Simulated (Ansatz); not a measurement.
# What a trial cell of Hg relaxes into

All numbers below come from DFT PBE, scalar-relativistic, plane waves, PAW in Ansatz. Cutoff 420 eV, Γ-centred k mesh, Gaussian smearing, no spin polarisation in the final step.

Hg was placed on the sites of a reported Se cell (P3_221, No. 154), at a guessed volume.

```
CELL_PARAMETERS angstrom
4.61505 0.00000 0.00000
-2.30753 3.99675 0.00000
0.00000 0.00000 5.24480
ATOMIC_POSITIONS crystal
Hg 0.21700 0.00000 0.16667
Hg 0.00000 0.21700 0.83333
Hg 0.78300 0.78300 0.50000
```

Cell and atoms relax at zero pressure; the relaxation can't lower the symmetry of the start. After a coarse first stage the cell is made exact in the group found at 0.06 Å.

Q: What does it relax into?

A: It ends in R-3m (No. 166). Conventional cell: a = 4.261 Å, c = 5.653 Å. Hg is coordinated by 6 Hg at 3.10 Å.

```cif
data_structure
_symmetry_space_group_name_H-M 'R-3m:H'
_symmetry_Int_Tables_number 166
_cell_length_a 4.2612
_cell_length_b 4.2612
_cell_length_c 5.6529
_cell_angle_alpha 90.000
_cell_angle_beta 90.000
_cell_angle_gamma 120.000
_cell_volume 88.89
loop_
_atom_site_label
_atom_site_type_symbol
_atom_site_symmetry_multiplicity
_atom_site_Wyckoff_symbol
_atom_site_fract_x
_atom_site_fract_y
_atom_site_fract_z
_atom_site_occupancy
Hg1 Hg 3 a 0.00000 0.00000 0.00000 1
```

Q: What are its volume, density and gap?

A: The volume per atom is 29.63 Å³ and the density is 11.24 g/cm³. The gap on the 18×18×18 mesh is 0 eV (a metal).

The final run used a 18×18×18 mesh on its 1-atom cell and 0.10 eV smearing. Spin–orbit coupling is left out. A structure relaxed within its symmetry needn't be a true minimum. The steps took about 3 core-minutes in all.